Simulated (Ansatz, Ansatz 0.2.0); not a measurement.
# TiOCl lattice constants without spin polarisation: small numerical errors, a misshapen layer

## The measurement

The reference for two of the axes is single-crystal synchrotron diffraction at 10 K, from "Spin-Peierls transition in TiOCl" (2005, arXiv:cond-mat/0503203). It gives the average cell of the modulated low-temperature phase, with b = 3.7829 Å and the stacking axis c = 8.0305 Å. The short axis a = 3.3584 Å comes from powder diffraction at 10 K, in "Orbital order in the low-dimensional quantum spin system TiOCl probed by ESR" (2003, arXiv:cond-mat/0305317). Both papers label the in-plane axes the other way round; I matched them by length. The powder work puts b at 3.7946 Å, about 0.3 % above the single-crystal value, so samples or methods differ by more than the quoted uncertainties. Further values listed for c lie between 8.03 and 8.045 Å.

| compared with | measured | source's wording or label | T (K) | method |
| --- | --- | --- | --- | --- |
| b (Å) | 3.7829 | a of basic cell | 10 | single-crystal synchrotron XRD * |
| c (Å) | 8.0305 | c of basic cell, layer stacking direction | 10 | single-crystal synchrotron XRD * |
| a (Å) | 3.3584 ± 0.0002 | 3.3584 ± 0.0002 A | 10 | powder x-ray diffraction |
| c (Å) | 8.03 | 0.803 nm | – | x-ray diffraction |
| c (Å) | 8.045 | c, layer stacking direction | – | diffraction, quoted |
| b (Å) | 3.786 | a | – | diffraction, quoted |
| b (Å) | 3.7946 ± 0.0003 | 3.7946 ± 0.0003 A | 10 | powder x-ray diffraction |

Where a quantity has several values, deviations refer to the one marked *.

Conditions are those given with the value in the passage it was taken from; "not stated" means there, and the paper may say more elsewhere. The values are a selection: others may have been left out beforehand as unlike or outlying.

## Model and target

I want the lightest cutoff and k mesh that still give the relaxed cell of TiOCl reliably. The target against experiment is 1 % on each of a, b and c: enough to expose a wrong description of the Ti–O–Cl layers or of the gap between them, and wide enough to leave room for zero-point motion, which a static calculation omits and which I put at a few tenths of a per cent at most. At 10 K thermal expansion hardly enters. For the numerical settings I ask for more, a change of no more than 0.2 % on any axis, so that they use up only a small part of the target.

The level is PBEsol, a functional made for the lattice constants of solids. It has no dispersion term, which matters for c. The model is the six-atom Pmmn cell without spin polarisation. That is a serious simplification: TiOCl is, as I recall it, a Mott insulator with one d electron per Ti and spin-½ chains along the short axis, whereas this model has no local moments and should come out metallic. The fixed symmetry also excludes the spin-Peierls dimerisation. Numerical convergence can be studied within this model; agreement with experiment has to be judged with its limits in mind.

I begin with a middle setting, vary cutoff and mesh separately, and then change the potentials and the functional for scale. The starting cell from the database agrees with the measured c, but its a of 3.380 Å is about 0.6 % longer than the powder value.

Plain PBE isn't shown in this study.

System: TiOCl (titanium oxychloride), orthorhombic layered; Pmmn (No. 59), 6 atoms in the primitive cell; the database structure is an entry taken as a start alone: a = 3.380 Å, b = 3.790 Å, c = 8.030 Å; structure from the Crystallography Open Database; note on this database entry: old inner coordinates.

On the selection of runs and values: Further runs on this system are not shown.

## 1. A PBEsol baseline

The first relaxation uses the default cutoff and a 10×8×4 mesh, with more divisions along the shorter axes. It supplies the cell and the time against which every later saving or excess is measured. I expect the in-plane axes to be less sensitive to the functional than c, where the layers are held together weakly.

**Run 1.** Ansatz 0.2.0: PBEsol, cell and atoms relaxed from the database structure, PAW set soft_2, cutoff 420 eV (default), 10x8x4 k mesh, Gaussian smearing 0.1 eV.

Key lines of the input:
```
crystal:
  # lattice and atoms
kpoints:
  mp_grid: { grid: [10, 8, 4] }
hamiltonian:
  xc: pbesol
scf:
  occupations: { method: gaussian, width: 0.1 }
output:
  forces: true
  stress: true
relax:
  adjacent_minimum: "off"
  f_tol: 0.005
  max_steps: 60
  cell: { stress_tol: 0.03 }
```

Command:
```
ansatz run input.yaml --threads 4 --pin off --max-ram 16384MiB --backend cpu --events-out ev --progress --plain --runs-dir out
```

Selected lines of the output:
```
relax step  15: F+E_penalty+E_count = -8200.34184557 eV  [...]  max|allowed force component| = 1.151e-4 eV/Å  [...]  P = +0.001 GPa  Ω = 101.497 Å³  [...]
--- Relaxed structure (13 steps of the walk, 12 accepted, 2 SCFs on fresh bases) ---
  cell:  # Å, volume = 101.4966 Å³
    - [3.2010846535872597, 0.0, 0.0]
    - [0.0, 3.980127340549266, 0.0]
    - [0.0, 0.0, 7.966313511588925]
```

Converged; 71 s on 4 cores of Arm Neoverse V1, shared host.

| quantity | run 1 | measured | deviation |
| --- | --- | --- | --- |
| b (Å) | 3.9801 | 3.7829 | +0.1972 (+5.2 %) |
| c (Å) | 7.9663 | 8.0305 | −0.0642 (−0.8 %) |
| a (Å) | 3.2011 | 3.3584 ± 0.0002 | −0.1573 (−4.7 %) |
| conventional cell volume (Å³) | 101.50 |  |  |

The stacking axis is within 1 % of the measurement, but the layer itself has the wrong shape: a is 4.7 % too short and b 5.2 % too long. The two errors nearly cancel in the area of the layer, so a volume alone would have hidden them. Zero-point motion is far too small an effect to account for either.

The signs suggest a physical cause. Without local moments the Ti d electron can occupy a band and form metallic bonds along the short axis, which would pull the chain together. In the real Mott insulator that electron is localised. This is an argument from theory; a spin-polarised relaxation, which would test it, is not shown in this report. Before I hold the model responsible, the numerical settings need their own test.

## 2. Cutoff, down and up

I keep the mesh and change only the plane-wave cutoff, to 290 eV and to 590 eV. The lower value should save time but may distort the cell through an incomplete basis. The higher one tests whether the default holds to 0.2 %. I don't expect either to remove an error of five per cent in the plane.

**Run 2.** Ansatz 0.2.0: PBEsol, cell and atoms relaxed from the database structure, PAW set soft_2, cutoff 290 eV, 10x8x4 k mesh, Gaussian smearing 0.1 eV.

Key lines of the input, as changed from run 1:
```diff
+ basis:
+   ecutwfc: 290.0
```

Selected lines of the output:
```
Basis set: ecut = 290 eV, 1163 PW (Γ) [...]
k-points: 90 of 320
SCF iter   4: F=—  HF=-8198.553795 eV  |F-HF|=—  |Δ(HF+E_count)|=   4.51e-9  Δρ=1.57e-6  dr2=1.74e-9  [...]
SCF iter   5: F=—  HF=-8198.553795 eV  |F-HF|=—  |Δ(HF+E_count)|=  4.97e-10  Δρ=3.43e-7  dr2=6.82e-11  [...]
SCF iter   6: F=-8198.553795 eV  HF=-8198.553795 eV  |F-HF|=1.46e-11  |Δ(HF+E_count)|=  5.46e-12  Δρ=1.24e-7  dr2=1.66e-11  [...]
relax step  59: F+E_penalty+E_count = -8198.55430304 eV  [...]  max|allowed force component| = 1.832e-3 eV/Å  [...]  P = -0.023 GPa  Ω = 100.815 Å³  [...]
relax step  60: F+E_penalty+E_count = -8198.55702941 eV  [...]  max|allowed force component| = 1.687e-4 eV/Å  [...]  P = -0.012 GPa  Ω = 100.790 Å³  [...]
relax step  61: F+E_penalty+E_count = -8198.55379480 eV  [...]  max|allowed force component| = 6.941e-4 eV/Å  [...]  P = -0.024 GPa  Ω = 100.790 Å³  [...]
variable-cell relaxation did not converge after 61 `relax_step` rows, as none of its last 22 fresh-basis SCF(s) at a relaxed cell met both thresholds with a finite energy. The last misses [...]
```

Not converged; 2.8 min on the same hardware. Warnings: cutoff_below_recommended (in short: A typed cutoff is below a recommended value, from the records, the datasets' recipe or DFPT's needs, possibly lowering the density cutoff; compare with a higher-cutoff run).

**Run 3.** Ansatz 0.2.0: PBEsol, cell and atoms relaxed from the database structure, PAW set soft_2, cutoff 590 eV, 10x8x4 k mesh, Gaussian smearing 0.1 eV.

Key lines of the input, as changed from run 1:
```diff
+ basis:
+   ecutwfc: 590.0
```

Selected lines of the output:
```
relax step  16: F+E_penalty+E_count = -8200.35688854 eV  [...]  max|allowed force component| = 1.690e-3 eV/Å  [...]  P = -0.006 GPa  Ω = 101.452 Å³  [...]
    - [3.200931802344674, 0.0, 0.0]
    - [0.0, 3.980189912917993, 0.0]
    - [0.0, 0.0, 7.963029676083407]
```

Converged; 2.3 min on the same hardware.

| quantity | run 2 | run 3 | measured |
| --- | --- | --- | --- |
| b (Å) | – | 3.9802 | 3.7829 |
| c (Å) | – | 7.9630 | 8.0305 |
| a (Å) | – | 3.2009 | 3.3584 ± 0.0002 |
| conventional cell volume (Å³) | – | 101.45 |  |

The default cutoff holds. Going up to 590 eV moves a and b by no more than 0.0002 Å and c by 0.0033 Å, or 0.04 %, well inside my 0.2 % allowance. A shift that small along the soft axis could also come from the pressure that the two relaxations leave behind.

The 290 eV run saved nothing. It reached its step limit without a cell that met the thresholds once the basis was rebuilt, and it ran longer than the baseline. The program also warned that this cutoff is below the recommended value. A basis too small for a consistent stress is the likely reason for the failure, though the run doesn't prove it. I take no lattice constants from it and keep 420 eV.

## 3. The k mesh, coarse and dense

At the default cutoff I now relax with a 6×6×2 and a 12×12×6 mesh. In a model with partly filled d bands the sampling may matter more than the cutoff did, most of all along the short axis. The dense mesh tests the baseline, and the coarse one shows whether there is time to be saved.

**Run 4.** Ansatz 0.2.0: PBEsol, cell and atoms relaxed from the database structure, PAW set soft_2, cutoff 420 eV (default), 6x6x2 k mesh, Gaussian smearing 0.1 eV.

Key lines of the input, as changed from run 1:
```diff
  kpoints:
-   mp_grid: { grid: [10, 8, 4] }
+   mp_grid: { grid: [6, 6, 2] }
```

Selected lines of the output:
```
    - [3.217103023734417, 0.0, 0.0]
```

Converged; 28 s on the same hardware.

**Run 5.** Ansatz 0.2.0: PBEsol, cell and atoms relaxed from the database structure, PAW set soft_2, cutoff 420 eV (default), 12x12x6 k mesh, Gaussian smearing 0.1 eV.

Key lines of the input, as changed from run 1:
```diff
  kpoints:
-   mp_grid: { grid: [10, 8, 4] }
+   mp_grid: { grid: [12, 12, 6] }
```

Selected lines of the output:
```
    - [3.208566963208557, 0.0, 0.0]
    - [0.0, 3.9809127442098693, 0.0]
    - [0.0, 0.0, 7.960170262520591]
```

Converged; 2.6 min on the same hardware.

| quantity | run 4 | run 5 | measured |
| --- | --- | --- | --- |
| b (Å) | 3.9751 | 3.9809 | 3.7829 |
| c (Å) | 7.9743 | 7.9602 | 8.0305 |
| a (Å) | 3.2171 | 3.2086 | 3.3584 ± 0.0002 |
| conventional cell volume (Å³) | 101.98 | 101.68 |  |

The mesh matters more than the cutoff, and mostly along a. From the 10×8×4 to the 12×12×6 mesh a grows by 0.0075 Å, or 0.23 %, just over my allowance, while b and c stay well within it. The 6×6×2 mesh differs from the densest by 0.0085 Å in a, or 0.27 %, again slightly too much, though b and c pass. From the baseline it differs by about 0.5 % in a.

The three values of a don't run in one direction: the middle mesh gives the shortest axis. I therefore can't call even the densest mesh converged to 0.2 %, and my baseline misses the numerical tolerance by a thin margin. Partly filled bands would explain such sensitivity. For the comparison with experiment it changes little, since a is still 4.5 % too short on the densest mesh.

## 4. The same functional with other potentials

An error of this size in the plane could in principle come from the PAW set. I repeat the PBEsol relaxation with norm-conserving PseudoDojo potentials and their much higher default cutoff, on the 10×8×4 mesh so that it compares directly with the baseline. I expect the distorted layer to persist, at a clearly higher cost.

**Run 6.** Ansatz 0.2.0: PBEsol, PseudoDojo norm-conserving pseudopotentials, cell and atoms relaxed from the database structure, cutoff 1143 eV (default), 10x8x4 k mesh, Gaussian smearing 0.1 eV.

Key lines of the input, as changed from run 1:
```diff
  hamiltonian:
+   pseudopotentials: { kind: nc, accuracy: standard }
```

Selected lines of the output:
```
    - [3.1998540058082945, 0.0, 0.0]
    - [0.0, 3.976457085692862, 0.0]
    - [0.0, 0.0, 7.959329838323571]
```

Converged; 5.6 min on the same hardware.

| quantity | run 6 | measured | deviation |
| --- | --- | --- | --- |
| b (Å) | 3.9765 | 3.7829 | +0.1936 (+5.1 %) |
| c (Å) | 7.9593 | 8.0305 | −0.0712 (−0.9 %) |
| a (Å) | 3.1999 | 3.3584 ± 0.0002 | −0.1585 (−4.7 %) |
| conventional cell volume (Å³) | 101.28 |  |  |

The other potentials reproduce the distorted layer. All three axes agree with the PAW baseline to within 0.1 %, so the PAW set isn't what makes a too short and b too long. The run took several times as long as the baseline, and for this purpose the extra time buys only the cross-check.

## 5. Another functional, and dispersion added

To set the numerical errors against those of the theory, I make two changes separately on the 10×8×4 mesh. r2SCAN, a meta-GGA, replaces PBEsol at its own default cutoff; PBEsol+D3(BJ) adds dispersion to the baseline. I expect dispersion to shorten c, which is already below the measured value, and to do little in the plane. r2SCAN may change the layer more, but without spin polarisation it can't supply the missing local moments either.

**Run 7.** Ansatz 0.2.0: r2SCAN, cell and atoms relaxed from the database structure, PAW set soft_2, cutoff 500 eV (default), 10x8x4 k mesh, Gaussian smearing 0.1 eV.

Key lines of the input, as changed from run 1:
```diff
  hamiltonian:
-   xc: pbesol
+   xc: r2scan
```

Selected lines of the output:
```
    - [3.268057527392843, 0.0, 0.0]
    - [0.0, 4.0361735523452165, 0.0]
    - [0.0, 0.0, 7.755227886512793]
```

Converged; 3.3 min on 4 cores of Arm Neoverse V2, shared host.

**Run 8.** Ansatz 0.2.0: PBEsol+D3(BJ), cell and atoms relaxed from the database structure, PAW set soft_2, cutoff 420 eV (default), 10x8x4 k mesh, Gaussian smearing 0.1 eV.

Key lines of the input, as changed from run 1:
```diff
  hamiltonian:
+   dispersion: d3bj
```

Selected lines of the output:
```
    - [0.0, 0.0, 7.159636952081679]
```

Converged; 89 s on 4 cores of Arm Neoverse V1, shared host.

| quantity | run 7 | run 8 | measured |
| --- | --- | --- | --- |
| b (Å) | 4.0362 | 3.9598 | 3.7829 |
| c (Å) | 7.7552 | 7.1596 | 8.0305 |
| a (Å) | 3.2681 | 3.1744 | 3.3584 ± 0.0002 |
| conventional cell volume (Å³) | 102.29 | 90.00 |  |

Neither change repairs the layer. r2SCAN brings a closer, to 2.7 % below the measured value, but lengthens b to 6.7 % above it and shortens c to 3.4 % below. The fault in the plane thus keeps its signs with a different kind of functional, as it would if the missing local moments were behind it.

Adding D3(BJ) to PBEsol does shorten c, but by far more than I expected: 0.807 Å, or about 10 % of the baseline value. The in-plane axes change by less than 1 %. The good c of plain PBEsol therefore can't be taken as evidence that the bonding between the layers is described well, since it depends on leaving dispersion out. Part of the collapse may come from the misshapen layer, whose long b axis could let the chlorine sheets of neighbouring layers sink further into each other. That is a conjecture; a test of it isn't shown in this report.

## Collected results

| run | settings | b (Å) | c (Å) | a (Å) | mean abs. dev. of these columns (%) | cost | status |
| --- | --- | --- | --- | --- | --- | --- | --- |
| 1 | PBEsol, PAW set soft_2, cutoff 420 eV (default), 10x8x4 k mesh | 3.9801 | 7.9663 | 3.2011 | 3.6 | 4.8 core-min |  |
| 2 | PBEsol, PAW set soft_2, cutoff 290 eV, 10x8x4 k mesh | – | – | – |  | 11 core-min | not converged |
| 3 | PBEsol, PAW set soft_2, cutoff 590 eV, 10x8x4 k mesh | 3.9802 | 7.9630 | 3.2009 | 3.6 | 9.3 core-min |  |
| 4 | PBEsol, PAW set soft_2, cutoff 420 eV (default), 6x6x2 k mesh | 3.9751 | 7.9743 | 3.2171 | 3.3 | 1.9 core-min |  |
| 5 | PBEsol, PAW set soft_2, cutoff 420 eV (default), 12x12x6 k mesh | 3.9809 | 7.9602 | 3.2086 | 3.5 | 11 core-min |  |
| 6 | PBEsol, PseudoDojo norm-conserving pseudopotentials, cutoff 1143 eV (default), 10x8x4 k mesh | 3.9765 | 7.9593 | 3.1999 | 3.6 | 22 core-min |  |
| 7 | r2SCAN, PAW set soft_2, cutoff 500 eV (default), 10x8x4 k mesh | 4.0362 | 7.7552 | 3.2681 | 4.3 | 13 core-min |  |
| 8 | PBEsol+D3(BJ), PAW set soft_2, cutoff 420 eV (default), 10x8x4 k mesh | 3.9598 | 7.1596 | 3.1744 | 7.0 | 5.9 core-min |  |
|  | measured | 3.7829 | 8.0305 | 3.3584 ± 0.0002 |  |  |  |

Further runs on the same system, made beside this series (convergence steps with loose settings among them):

| further | settings | b (Å) | c (Å) | a (Å) | mean abs. dev. of these columns (%) | cost |
| --- | --- | --- | --- | --- | --- | --- |
| F1 | r2SCAN+rVV10, PAW set soft_2, cutoff 500 eV (default), 10x8x4 k mesh | 3.9937 | 7.4801 | 3.2349 | 5.4 | 13 core-min |
| F2 | BLYP+D3(BJ), PAW set soft_2, cutoff 420 eV (default), 10x8x4 k mesh | 3.9791 | 7.2706 | 3.2367 | 6.1 | 5.5 core-min |
| F3 | LDA, PAW set soft_2, cutoff 420 eV (default), 10x8x4 k mesh | 3.9416 | 7.2879 | 3.1662 | 6.4 | 4.7 core-min |
| F4 | r2SCAN, PAW set soft_2, cutoff 500 eV (default), 6x6x2 k mesh | 3.9892 | 7.8303 | 3.2559 | 3.7 | 3.7 core-min |
|  | measured | 3.7829 | 8.0305 | 3.3584 ± 0.0002 |  |  |

## Outcome

PBEsol without spin polarisation misses the target. On the densest mesh, at 11 core-minutes, a is 4.5 % too short and b 5.2 % too long. The powder value for b would still leave a clear miss. Only c passes, narrowly, at 0.9 % below the reference; against the quoted 8.045 Å it would just fail.

The numerical errors are much smaller. The default cutoff holds to 0.04 %, and other potentials change the cell by no more than 0.1 %. The mesh moves a by up to about 0.5 %, so my 0.2 % tolerance isn't established for that axis. The 6×6×2 mesh, at 1.9 core-minutes, is enough to expose the miss. The 290 eV run was wasted. These savings don't carry over to r2SCAN, where the same coarse mesh changes b and c by about 1 % from the 10×8×4 result.

Every functional shown, LDA and BLYP+D3(BJ) included, makes a too short and b too long. The likely common cause is the model: a nonmagnetic metal stands in for a Mott insulator, and delocalised d electrons can bind the Ti chains too strongly. That is argued from theory; a calculation with local moments, such as spin-polarised DFT+U, would be the natural test. Zero-point motion is too small to explain the in-plane errors, and would only worsen b.

The good c is no proof of sound physics. Dispersion corrections shorten it strongly, so it probably rests on a cancellation between missing attraction and the wrong electronic state. How c comes out with a correct layer isn't shown in this report.

[Logs are printed without paths, hosts, clocks, repeated set-up lines and the standing remarks that a program may print on its own settings, such as how far it seeks lower states.]

[The runs shown are a pick from a larger set of finished runs; failed, doubtful and other runs were left out of it ahead of writing. So were measured values far from every level or from commonly accepted values, and agreement can look better than it is. Lines of input and output are excerpts and may be shortened.]
